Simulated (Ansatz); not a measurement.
**Y (fcc type): a single-point run**

Aim: a sound single-point run of Y (fcc type).

Computed with Ansatz 0.2.0 (DFT, LDA, all-electron PAW with datasets made for the crystal, scalar-relativistic, unless a step's input says otherwise).

**1. The starting structure**

Symmetry: Fm-3m, No. 225, cubic system. Conventional cell: a = 4.313 Å, b = 4.313 Å, c = 4.313 Å, α = 90.00°, β = 90.00°, γ = 90.00°. Around Y (site symmetry m-3m) lie 12 Y at 3.05 Å.

Coordinates:

```
CELL_PARAMETERS angstrom
0.00000 2.15653 2.15653
2.15653 0.00000 2.15653
2.15653 2.15653 0.00000
ATOMIC_POSITIONS crystal
Y 0.00000 0.00000 0.00000
```

**2. The run**

input.yaml

```yaml
crystal:
  lattice:
    - [0.0, 2.1565276845, 2.1565276845]
    - [2.1565276845, 0.0, 2.1565276845]
    - [2.1565276845, 2.1565276845, 0.0]
  atoms:
    - { symbol: "Y", position: [0.0, 0.0, 0.0] }
kpoints:
  mp_grid: { grid: [13, 13, 13] }
scf:
  occupations: { method: fermi_dirac, width: 0.08 }
  max_iter: 75
hamiltonian:
  xc: lda
  pseudopotentials: { kind: all_electron, datasets: crystal }
output:
  forces: true
  stress: true
  eigenvalues: true
magnetization:
  spin_polarized: true
  initial_magnetization: 15
```

Started as:

```console
ansatz run input.yaml --threads 1 --pin off --max-ram 2048MiB --backend cpu --events-out ev --progress --plain --runs-dir out
```

What happens when this is run?

This run ends as converged, with warnings (crystal datasets made, given moment on shells, seeded moment not kept). It gives a pressure of 31 GPa, which is large; a structure far from rest gives such values too, whatever the setting.

In the input, magnetization.spin_polarized is true; magnetization.initial_magnetization is 15. A typed moment is only a start; here the run ends at the energy of the run without it (within 1 meV an atom), so the result stands.

No remedy is needed.
